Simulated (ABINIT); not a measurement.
Crystal: HgTe (Coloradoite).

```
Hg Te
1.0
     0.00000    3.21450    3.21450
     3.21450    0.00000    3.21450
     3.21450    3.21450    0.00000
Hg Te
1 1
Cartesian
  0.0000 0.0000 0.0000
  4.8217 4.8217 4.8217
```

```yaml
Program: ABINIT 10.8.3 (patched build)
Task: single point
Functional: PBE
Potentials_or_basis: JTH PAW PBE v2.0
Cutoff: 517 eV
k_mesh: 7 × 7 × 7
Occupations: fermi-dirac, width 0.05 eV
Spin: no spin polarisation
```

On this cell: pressure 4.8 GPa; largest force zero by symmetry; band gap on the k mesh none (metal or under the smearing width).

The same run follows on a disturbed copy (atoms moved at random, drawn with an rms of 0.05 Å):

```
CELL_PARAMETERS angstrom
0.00000 3.21450 3.21450
3.21450 0.00000 3.21450
3.21450 3.21450 0.00000
ATOMIC_POSITIONS crystal
Hg 0.99737 0.00315 0.99558
Te 0.74873 0.75226 0.74921
```

Question: What does the disturbed cell give?

Answer: The energy (extrapolated to zero smearing) moves by +0.4 meV/atom; pressure 4.8 GPa; largest force 0.083 eV/Å; band gap on the k mesh none (metal or under the smearing width).

Forces in eV/Å, atoms in the order of the input:
```
Hg   0.041  0.072  0.010
Te  -0.041 -0.072 -0.010
```

Stress tensor (GPa, compression positive):
```
4.79 0.03 0.29
0.03 4.80 0.16
0.29 0.16 4.80
```
